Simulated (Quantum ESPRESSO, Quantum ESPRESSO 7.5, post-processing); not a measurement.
# blue phosphorene, 1 layer: a series in biaxial strain

Wanted: a table for blue phosphorene, 1 layer against biaxial strain, and what can be fitted to it.

Main program and level: Quantum ESPRESSO 7.5; plane-wave DFT, PBE, GBRV ultrasoft pseudopotentials.

Most raw output is cut from this account.

## (1) Set-up

The cell holds 2 atoms: 2 P. Cell: a = 3.280 Å, b = 3.280 Å, c = 16.240 Å, α = 90.0°, β = 90.0°, γ = 120.0°. It derives from P. Vacuum lies along c.

Set-up: Cell and atoms are first relaxed; each strained cell is then held and the atoms relax in it. A periodic run with 15 Å of vacuum in the starting cell gives the vacuum levels, and bands follow along a path.

Members -2, -1, 0, 1 and 2 took the same steps and show in the table alone.

## (2) Variable-cell relaxation of the reference

What the set-up leaves free in this member is relaxed.

ref.relax.in reads:

```
&control
  prefix = 'ref.relax'
  outdir = './out'
  pseudo_dir = './pseudo'
  nstep = 80
  forc_conv_thr = 0.0004
  calculation = 'vc-relax'
  etot_conv_thr = 1e-06
/
&system
  ibrav = 0
  nat = 2
  ntyp = 1
  ecutwfc = 50
  ecutrho = 250
  occupations = 'smearing'
  smearing = 'fd'
  degauss = 0.004
/
&electrons
  conv_thr = 1e-09
  mixing_beta = 0.4
  electron_maxstep = 120
  mixing_mode = 'plain'
/
&ions
/
&cell
  cell_dofree = '2Dxy'
  press_conv_thr = 0.3
/
ATOMIC_SPECIES
  P   30.9738  p_pbe_v1.5.uspp.F.UPF
CELL_PARAMETERS angstrom
  3.28000000000000 0.00000000000000 0.00000000000000
  -1.64000000000000 2.84056332441296 0.00000000000000
  0.00000000000000 0.00000000000000 16.24000000000000
ATOMIC_POSITIONS crystal
  P   0.666666666700 0.333333333300 0.461822660099
  P   0.333333333300 0.666666666700 0.538177339901
K_POINTS automatic
  12 12 1 0 0 0
```

On the command line:

```sh
$ OMP_NUM_THREADS=1 mpirun -n 4 pw.x -nk 4 -in ref.relax.in > ref.relax.out
```

Run time: 21 s. Hardware: 4 MPI ranks of Arm Neoverse V1, shared host; peak memory 0.44 GiB.

Little changed from the start: no atom moved by 0.005 Å and no cell edge by 0.1 %.

 The last row is no step: it is a fresh SCF in the final cell with a new plane-wave basis, +0 meV from the row before.

Read from the output:

* free energy: -422.2176 eV
* Fermi energy: -2.066 eV

## (3) Relaxing the ions, -4 %

m0.relax.in reads:

```
&control
  prefix = 'm0.relax'
  outdir = './out'
  pseudo_dir = './pseudo'
  nstep = 40
  forc_conv_thr = 0.0003
  calculation = 'relax'
  tstress = .true.
/
&system
  ibrav = 0
  nat = 2
  ntyp = 1
  ecutwfc = 50
  ecutrho = 250
  occupations = 'smearing'
  smearing = 'fd'
  degauss = 0.002
/
&electrons
  conv_thr = 1e-09
  mixing_beta = 0.4
  electron_maxstep = 120
  mixing_mode = 'plain'
/
&ions
/
ATOMIC_SPECIES
  P   30.9738  p_pbe_v1.5.uspp.F.UPF
CELL_PARAMETERS angstrom
  3.14889525312000 0.00000000000000 0.00000000000000
  -1.57444762656000 2.72702328288000 0.00000000000000
  0.00000000000000 0.00000000000000 16.24000000000000
ATOMIC_POSITIONS crystal
  P   0.666666666700 0.333333333300 0.461799576500
  P   0.333333333300 0.666666666700 0.538200423500
K_POINTS automatic
  12 12 1 0 0 0
```

On the command line:

```sh
$ OMP_NUM_THREADS=1 mpirun -n 4 pw.x -nk 4 -in m0.relax.in > m0.relax.out
```

Wall time 18 s (4 MPI ranks); peak memory 0.47 GiB.

Relaxation path:

```tsv
step	energy less that of the first step (eV)	largest force (eV/Å)
1	0.0000	0.5623
2	-0.0080	0.1315
3	-0.0085	0.0019
```

The atoms that moved most (Å):

```tsv
atom	dx	dy	dz	length
P1	0.000	0.000	-0.015	0.015
P2	0.000	0.000	0.015	0.015
```

The relaxed structure:

```cif
data_structure
_symmetry_space_group_name_H-M 'P 1'
_symmetry_Int_Tables_number 1
_cell_length_a 3.1489
_cell_length_b 3.1489
_cell_length_c 16.2400
_cell_angle_alpha 90.000
_cell_angle_beta 90.000
_cell_angle_gamma 120.000
_cell_volume 139.45
loop_
_atom_site_label
_atom_site_type_symbol
_atom_site_fract_x
_atom_site_fract_y
_atom_site_fract_z
_atom_site_occupancy
P1 P 0.66667 0.33333 0.46087 1
P2 P 0.33333 0.66667 0.53913 1
```

The relaxation lowers the energy by 4 meV an atom.

Read from the output:

| Quantity | Value |
| --- | --- |
| free energy | -422.1293 eV |
| Fermi energy | -1.442 eV |

## (4) Ground state, -4 %

The self-consistent run of this member.

m0.scf.in reads:

```
&control
  prefix = 'm0.scf'
  outdir = './out'
  pseudo_dir = './pseudo'
  calculation = 'scf'
  tprnfor = .true.
/
&system
  ibrav = 0
  nat = 2
  ntyp = 1
  ecutwfc = 40
  ecutrho = 200
  occupations = 'smearing'
  smearing = 'fd'
  degauss = 0.002
  nbnd = 9
/
&electrons
  conv_thr = 1e-09
  mixing_beta = 0.4
  electron_maxstep = 120
  mixing_mode = 'plain'
/
ATOMIC_SPECIES
  P   30.9738  p_pbe_v1.5.uspp.F.UPF
CELL_PARAMETERS angstrom
  3.14889525312000 0.00000000000000 0.00000000000000
  -1.57444762656000 2.72702328288000 0.00000000000000
  0.00000000000000 0.00000000000000 16.24000000000000
ATOMIC_POSITIONS crystal
  P   0.666666666700 0.333333333300 0.460869501100
  P   0.333333333300 0.666666666700 0.539130498900
K_POINTS automatic
  12 12 1 0 0 0
```

On the command line:

```sh
$ OMP_NUM_THREADS=1 mpirun -n 4 pw.x -nk 4 -in m0.scf.in > m0.scf.out
```

Elapsed: 5.5 s, on 4 MPI ranks; peak memory 0.38 GiB; 22 s of CPU time.

This step gave:

* free energy: -422.1287 eV
* Fermi energy: -1.443 eV
* valence top, on the run's zero: -2.327 eV
* conduction bottom, on the run's zero: -0.8999 eV
* gap by band count: 1.427 eV

## (5) Potential by pp.x, -4 %

plot_num = 11 writes the bare and Hartree potential, from which vacuum levels or, in a crystal, the mean potential are read.

m0.pot.in reads:

```
&inputpp
  prefix = 'm0.scf'
  outdir = './out'
  filplot = 'm0.pot.dat'
  plot_num = 11
/
```

On the command line:

```sh
$ OMP_NUM_THREADS=1 mpirun -n 4 pp.x -in m0.pot.in > m0.pot.out
```

Elapsed: 0.77 s, on 4 MPI ranks; peak memory 0.09 GiB; 2.8 s of CPU time.

This step gave:

| Property | Result |
| --- | --- |
| slope of the potential above | 8.69e-5 eV/Å |
| upper vacuum line continued to the top atoms, over the valence top | 5.665 eV |
| slope of the potential below | -6.57e-5 eV/Å |
| lower vacuum line continued to the bottom atoms, over the valence top | 5.665 eV |
| vacuum level at the upper face over the valence top of the mesh | 5.665 eV |
| vacuum level at the lower face over the valence top of the mesh | 5.665 eV |

Electrostatic potential energy of an electron; zero at the highest filled level of the SCF mesh. The potential energy, planar mean by z:

```tsv
z (Å)	potential energy, planar mean (eV)
0.0	5.67
0.5	5.67
1.0	5.67
1.5	5.67
2.0	5.67
2.5	5.67
3.0	5.67
3.5	5.66
4.0	5.66
4.5	5.65
5.0	5.62
5.5	5.49
6.0	4.92
6.5	2.55
7.0	-6.00
7.5	-14.5
8.0	-9.75
8.5	-13.1
9.0	-11.7
9.5	-0.342
10.0	4.18
10.5	5.31
11.0	5.58
11.5	5.64
12.0	5.66
12.5	5.66
13.0	5.67
13.5	5.67
14.0	5.67
14.5	5.67
15.0	5.67
15.5	5.67
16.0	5.67
```

## (6) Bands along a path, -4 %

Bands along a path place the edges.

m0.bands.in is the input of step 4 with these lines changed:

```diff
@@ -1,7 +1,6 @@
 &control
-  prefix = 'm0.scf'
+  prefix = 'm0.bands'
   outdir = './out'
   pseudo_dir = './pseudo'
-  calculation = 'scf'
-  tprnfor = .true.
+  calculation = 'bands'
 /
@@ -16,6 +15,6 @@
   degauss = 0.002
-  nbnd = 9
+  nbnd = 11
 /
 &electrons
-  conv_thr = 1e-09
+  conv_thr = 1e-07
   mixing_beta = 0.4
@@ -33,3 +32,7 @@
   P   0.333333333300 0.666666666700 0.539130498900
-K_POINTS automatic
-  12 12 1 0 0 0
+K_POINTS crystal_b
+4
+  0.0000000000 0.0000000000 0.0000000000 12
+  0.5000000000 0.0000000000 0.0000000000 12
+  0.3333333333 0.3333333333 0.0000000000 12
+  0.0000000000 0.0000000000 0.0000000000 1
```

On the command line:

```sh
$ cp -r out/m0.scf.save out/m0.bands.save
$ cp out/m0.scf.xml out/m0.bands.xml
$ OMP_NUM_THREADS=1 mpirun -n 4 pw.x -nk 4 -in m0.bands.in > m0.bands.out
```

Wall time 12 s (4 MPI ranks); peak memory 0.24 GiB; 49 s of CPU time.

Band numbers count within the set of bands kept for display. Electronic bands along the path, in eV, zero at the highest filled level of the SCF mesh; v1 is the highest filled band, c1 the lowest empty one:

```tsv
point	v4	v3	v2	v1	c1	c2	c3	c4
Γ	-7.30	-1.28	0.00	0.00	4.00	4.00	4.55	4.78
halfway	-6.66	-4.47	-1.55	-0.71	2.13	4.72	5.42	5.95
M	-9.58	-3.72	-2.47	-2.02	1.81	2.87	5.23	5.75
halfway	-9.50	-4.76	-3.10	-1.90	2.38	4.30	4.54	6.34
K	-10.12	-6.11	-2.26	-2.26	1.43	5.10	5.10	8.02
halfway	-6.65	-4.56	-3.09	-0.61	3.30	4.12	6.10	6.31
Γ	-7.30	-1.28	0.00	0.00	4.00	4.00	4.55	4.78
```

Along this path the valence top lies at Γ and the conduction bottom at K.

## (7) Relaxing the ions, -3 %

m1.relax.in reads:

```
&control
  prefix = 'm1.relax'
  outdir = './out'
  pseudo_dir = './pseudo'
  nstep = 40
  forc_conv_thr = 0.0003
  calculation = 'relax'
  tstress = .true.
/
&system
  ibrav = 0
  nat = 2
  ntyp = 1
  ecutwfc = 50
  ecutrho = 250
  occupations = 'smearing'
  smearing = 'fd'
  degauss = 0.002
/
&electrons
  conv_thr = 1e-09
  mixing_beta = 0.4
  electron_maxstep = 120
  mixing_mode = 'plain'
/
&ions
/
ATOMIC_SPECIES
  P   30.9738  p_pbe_v1.5.uspp.F.UPF
CELL_PARAMETERS angstrom
  3.18169624534000 0.00000000000000 0.00000000000000
  -1.59084812267000 2.75542977541000 0.00000000000000
  0.00000000000000 0.00000000000000 16.24000000000000
ATOMIC_POSITIONS crystal
  P   0.666666666700 0.333333333300 0.461799576500
  P   0.333333333300 0.666666666700 0.538200423500
K_POINTS automatic
  12 12 1 0 0 0
```

On the command line:

```sh
$ OMP_NUM_THREADS=1 mpirun -n 4 pw.x -nk 4 -in m1.relax.in > m1.relax.out
```

Elapsed: 19 s, on 4 MPI ranks; peak memory 0.47 GiB.

Relaxation path:

```tsv
step	energy less that of the first step (eV)	largest force (eV/Å)
1	0.0000	0.4038
2	-0.0042	0.1054
3	-0.0045	0.0011
```

The atoms that moved most (Å):

```tsv
atom	dx	dy	dz	length
P1	0.000	0.000	-0.011	0.011
P2	0.000	0.000	0.011	0.011
```

Final coordinates:

```
P
1.0
     3.18170    0.00000    0.00000
    -1.59085    2.75543    0.00000
     0.00000    0.00000   16.24000
P
2
Direct
  0.66667 0.33333 0.46111
  0.33333 0.66667 0.53889
```

The relaxation lowers the energy by 2 meV an atom.

Numbers from this step:

- free energy: -422.1689 eV
- Fermi energy: -1.492 eV

## (8) Ground state, -3 %

m1.scf.in reads:

```
&control
  prefix = 'm1.scf'
  outdir = './out'
  pseudo_dir = './pseudo'
  calculation = 'scf'
  tprnfor = .true.
/
&system
  ibrav = 0
  nat = 2
  ntyp = 1
  ecutwfc = 40
  ecutrho = 200
  occupations = 'smearing'
  smearing = 'fd'
  degauss = 0.002
  nbnd = 9
/
&electrons
  conv_thr = 1e-09
  mixing_beta = 0.4
  electron_maxstep = 120
  mixing_mode = 'plain'
/
ATOMIC_SPECIES
  P   30.9738  p_pbe_v1.5.uspp.F.UPF
CELL_PARAMETERS angstrom
  3.18169624534000 0.00000000000000 0.00000000000000
  -1.59084812267000 2.75542977541000 0.00000000000000
  0.00000000000000 0.00000000000000 16.24000000000000
ATOMIC_POSITIONS crystal
  P   0.666666666700 0.333333333300 0.461106918200
  P   0.333333333300 0.666666666700 0.538893081800
K_POINTS automatic
  12 12 1 0 0 0
```

On the command line:

```sh
$ OMP_NUM_THREADS=1 mpirun -n 4 pw.x -nk 4 -in m1.scf.in > m1.scf.out
```

Run time: 4.7 s. Hardware: 4 MPI ranks; peak memory 0.38 GiB; 18 s of CPU time.

This step gave:

- free energy: -422.1682 eV
- valence top, on the run's zero: -2.561 eV
- conduction bottom, on the run's zero: -0.8909 eV
- gap by band count: 1.670 eV

## (9) Relaxing the ions, 3 %

m7.relax.in reads:

```
&control
  prefix = 'm7.relax'
  outdir = './out'
  pseudo_dir = './pseudo'
  nstep = 40
  forc_conv_thr = 0.0003
  calculation = 'relax'
  tstress = .true.
/
&system
  ibrav = 0
  nat = 2
  ntyp = 1
  ecutwfc = 50
  ecutrho = 250
  occupations = 'smearing'
  smearing = 'fd'
  degauss = 0.002
/
&electrons
  conv_thr = 1e-09
  mixing_beta = 0.4
  electron_maxstep = 120
  mixing_mode = 'plain'
/
&ions
/
ATOMIC_SPECIES
  P   30.9738  p_pbe_v1.5.uspp.F.UPF
CELL_PARAMETERS angstrom
  3.37850219866000 0.00000000000000 0.00000000000000
  -1.68925109933000 2.92586873059000 0.00000000000000
  0.00000000000000 0.00000000000000 16.24000000000000
ATOMIC_POSITIONS crystal
  P   0.666666666700 0.333333333300 0.461799576500
  P   0.333333333300 0.666666666700 0.538200423500
K_POINTS automatic
  12 12 1 0 0 0
```

On the command line:

```sh
$ OMP_NUM_THREADS=1 mpirun -n 4 pw.x -nk 4 -in m7.relax.in > m7.relax.out
```

Wall time 21 s (4 MPI ranks); peak memory 0.53 GiB.

The steps of the relaxation:

```tsv
step	energy less that of the first step (eV)	largest force (eV/Å)
1	0.0000	0.2936
2	-0.0025	0.1162
3	-0.0029	0.0006
```

The atoms that moved most (Å):

```tsv
atom	dx	dy	dz	length
P1	0.000	0.000	0.010	0.010
P2	0.000	0.000	-0.010	0.010
```

The relaxed structure:

```
CELL_PARAMETERS angstrom
3.37850 0.00000 0.00000
-1.68925 2.92587 0.00000
0.00000 0.00000 16.24000
ATOMIC_POSITIONS crystal
P 0.66667 0.33333 0.46242
P 0.33333 0.66667 0.53758
```

The relaxation lowers the energy by 1 meV an atom.

Numbers from this step:

* free energy: -422.1761 eV
* Fermi energy: -2.196 eV

## (10) SCF with pw.x, 3 %

m7.scf.in reads:

```
&control
  prefix = 'm7.scf'
  outdir = './out'
  pseudo_dir = './pseudo'
  calculation = 'scf'
  tprnfor = .true.
/
&system
  ibrav = 0
  nat = 2
  ntyp = 1
  ecutwfc = 40
  ecutrho = 200
  occupations = 'smearing'
  smearing = 'fd'
  degauss = 0.002
  nbnd = 9
/
&electrons
  conv_thr = 1e-09
  mixing_beta = 0.4
  electron_maxstep = 120
  mixing_mode = 'plain'
/
ATOMIC_SPECIES
  P   30.9738  p_pbe_v1.5.uspp.F.UPF
CELL_PARAMETERS angstrom
  3.37850219866000 0.00000000000000 0.00000000000000
  -1.68925109933000 2.92586873059000 0.00000000000000
  0.00000000000000 0.00000000000000 16.24000000000000
ATOMIC_POSITIONS crystal
  P   0.666666666700 0.333333333300 0.462415467000
  P   0.333333333300 0.666666666700 0.537584533000
K_POINTS automatic
  12 12 1 0 0 0
```

On the command line:

```sh
$ OMP_NUM_THREADS=1 mpirun -n 4 pw.x -nk 4 -in m7.scf.in > m7.scf.out
```

Run time: 5.6 s. Hardware: 4 MPI ranks; peak memory 0.36 GiB.

This step gave:

* free energy: -422.1755 eV
* valence top, on the run's zero: -3.116 eV
* conduction bottom, on the run's zero: -1.386 eV
* gap by band count: 1.730 eV

## (11) Relaxation with pw.x, 4 %

m8.relax.in reads:

```
&control
  prefix = 'm8.relax'
  outdir = './out'
  pseudo_dir = './pseudo'
  nstep = 40
  forc_conv_thr = 0.0003
  calculation = 'relax'
  tstress = .true.
/
&system
  ibrav = 0
  nat = 2
  ntyp = 1
  ecutwfc = 50
  ecutrho = 250
  occupations = 'smearing'
  smearing = 'fd'
  degauss = 0.002
/
&electrons
  conv_thr = 1e-09
  mixing_beta = 0.4
  electron_maxstep = 120
  mixing_mode = 'plain'
/
&ions
/
ATOMIC_SPECIES
  P   30.9738  p_pbe_v1.5.uspp.F.UPF
CELL_PARAMETERS angstrom
  3.41130319088000 0.00000000000000 0.00000000000000
  -1.70565159544000 2.95427522312000 0.00000000000000
  0.00000000000000 0.00000000000000 16.24000000000000
ATOMIC_POSITIONS crystal
  P   0.666666666700 0.333333333300 0.461799576500
  P   0.333333333300 0.666666666700 0.538200423500
K_POINTS automatic
  12 12 1 0 0 0
```

On the command line:

```sh
$ OMP_NUM_THREADS=1 mpirun -n 4 pw.x -nk 4 -in m8.relax.in > m8.relax.out
```

Run time: 21 s. Hardware: 4 MPI ranks; peak memory 0.54 GiB.

Step by step:

```tsv
step	energy less that of the first step (eV)	largest force (eV/Å)
1	0.0000	0.3750
2	-0.0041	0.1553
3	-0.0049	0.0011
```

The atoms that moved most (Å):

```tsv
atom	dx	dy	dz	length
P1	0.000	0.000	0.013	0.013
P2	0.000	0.000	-0.013	0.013
```

The relaxed structure:

```xyz
2
Lattice="3.4113 0.0000 0.0000 -1.7057 2.9543 0.0000 0.0000 0.0000 16.2400" Properties=species:S:1:pos:R:3
P     1.7057    0.9848    7.5128
P     0.0000    1.9695    8.7272
```

The relaxation lowers the energy by 2 meV an atom.

This step gave:

| Quantity | Value |
| --- | --- |
| free energy | -422.1452 eV |
| Fermi energy | -2.254 eV |

## (12) Ground state, 4 %

m8.scf.in reads:

```
&control
  prefix = 'm8.scf'
  outdir = './out'
  pseudo_dir = './pseudo'
  calculation = 'scf'
  tprnfor = .true.
/
&system
  ibrav = 0
  nat = 2
  ntyp = 1
  ecutwfc = 40
  ecutrho = 200
  occupations = 'smearing'
  smearing = 'fd'
  degauss = 0.002
  nbnd = 9
/
&electrons
  conv_thr = 1e-09
  mixing_beta = 0.4
  electron_maxstep = 120
  mixing_mode = 'plain'
/
ATOMIC_SPECIES
  P   30.9738  p_pbe_v1.5.uspp.F.UPF
CELL_PARAMETERS angstrom
  3.41130319088000 0.00000000000000 0.00000000000000
  -1.70565159544000 2.95427522312000 0.00000000000000
  0.00000000000000 0.00000000000000 16.24000000000000
ATOMIC_POSITIONS crystal
  P   0.666666666700 0.333333333300 0.462610879100
  P   0.333333333300 0.666666666700 0.537389120900
K_POINTS automatic
  12 12 1 0 0 0
```

On the command line:

```sh
$ OMP_NUM_THREADS=1 mpirun -n 4 pw.x -nk 4 -in m8.scf.in > m8.scf.out
```

The job ended after 5.7 s (4 MPI ranks; peak memory 0.31 GiB).

Numbers from this step:

| Property | Result |
| --- | --- |
| free energy | -422.1446 eV |
| Fermi energy | -2.255 eV |
| valence top, on the run's zero | -3.123 eV |
| conduction bottom, on the run's zero | -1.470 eV |
| gap by band count | 1.653 eV |

## (13) The series side by side

The series in one table, energies over the lowest:

```tsv
biaxial strain	energy (eV)	gap along the path (eV)	upper vacuum level over the valence top of the mesh (eV)	lower vacuum level over that top (eV)
-4 %	0.0883	1.427	5.665	5.665
-3 %	0.0487	1.67	5.843	5.843
-2 %	0.0213	1.866	6.008	6.008
-1 %	0.0053	1.969	6.159	6.159
0 %	0.0000	1.934	6.171	6.171
1 %	0.0047	1.87	6.149	6.149
2 %	0.0187	1.789	6.127	6.127
3 %	0.0415	1.713	6.084	6.084
4 %	0.0724	1.642	6.041	6.041
```

## (14) The arithmetic

A parabola through the energies within ±2 % has E = 50.03 eV × ε² -0.057 eV × ε; for the curvature, over A = 9.318 Å² this is 50.03 × 1/9.318 × 16.02 = 86 N/m.

## (15) Summary of results

| Property | Result |
| --- | --- |
| C11 + C12 | 86 N/m |
| gap along the path, at -4 % and at 4 % | 1.43, 1.64 eV |
| upper vacuum level over the valence top of the mesh, at -4 % and at 4 % | 5.67, 6.04 eV |
| lower vacuum level over that top, at -4 % and at 4 % | 5.67, 6.04 eV |

**Reading.** The series holds 9 members; C11 + C12: 86 N/m (PBE, GBRV ultrasoft). The energy is lowest near zero strain. From -4 % to 4 % the gap along the path goes from 1.43 to 1.64 eV by way of 1.97 at -1 %. From -4 % to 4 % the upper vacuum level over the valence top of the mesh goes from 5.67 to 6.04 eV by way of 6.17 at 0 %. From -4 % to 4 % the lower vacuum level over that top goes from 5.67 to 6.04 eV by way of 6.17 at 0 %. Semilocal gaps are too small; the 1×1 cell can't ripple over many cells under compression as a free sheet would. No spin-orbit coupling.

[Logs are printed without paths, hosts, clocks, repeated set-up lines and the standing remarks that a program may print on its own settings, such as how far it seeks lower states.]

[Hosts, paths, dates, database ids (printed as entryN), source tags and the programs' standing remarks are cut or masked in the printed files.]

[Maps of the electrostatic potential energy from Ansatz leave out the sawtooth potential of an applied field or a dipole correction, so their vacuum need not be flat; planar profiles and work functions include it.]
